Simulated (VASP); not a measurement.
The system is CdS.

```xyz
2
Lattice="0.0000 2.9430 2.9430 2.9430 0.0000 2.9430 2.9430 2.9430 0.0000" Properties=species:S:1:pos:R:3 pbc="T T T"
Cd    0.0000    0.0000    0.0000
S     4.4144    4.4144    4.4144
```

The cell is a database's computed one.

* Program: VASP 6.6.1
* Task: relaxation of cell and atoms
* Functional: RPBE
* Potentials or basis: VASP PAW PBE potentials, release 64 (Cd, S)
* Cutoff: 600 eV
* k mesh: 8 × 8 × 8
* Occupations: gaussian, width 0.02 eV
* Spin: no spin polarisation

At the start: pressure 3.6 GPa; volume 25.49 Å³/atom.

Q: Where does the relaxation end?

A: Over 3 steps the energy falls by 18.2 meV/atom and the volume is 27.21 Å³/atom (+6.8 %); space group F-43m (No. 216, to 0.05 Å).

Step by step:
```
step  energy change (eV)  largest force (eV/Å)  pressure (GPa)  volume (Å³)
   1              0.0000                0.0000            3.59        50.98
   2             -0.0344                0.0000           -0.72        55.31
   3             -0.0364                0.0000            0.02        54.43
```

Final structure:
```
Cd S
1.0
     0.00000    3.00790    3.00790
     3.00790    0.00000    3.00790
     3.00790    3.00790    0.00000
Cd S
1 1
Cartesian
  0.0000 0.0000 0.0000
  4.5118 4.5118 4.5118
```

Caveat: the PAW data sets were made with another functional, which shifts forces and pressure a little.
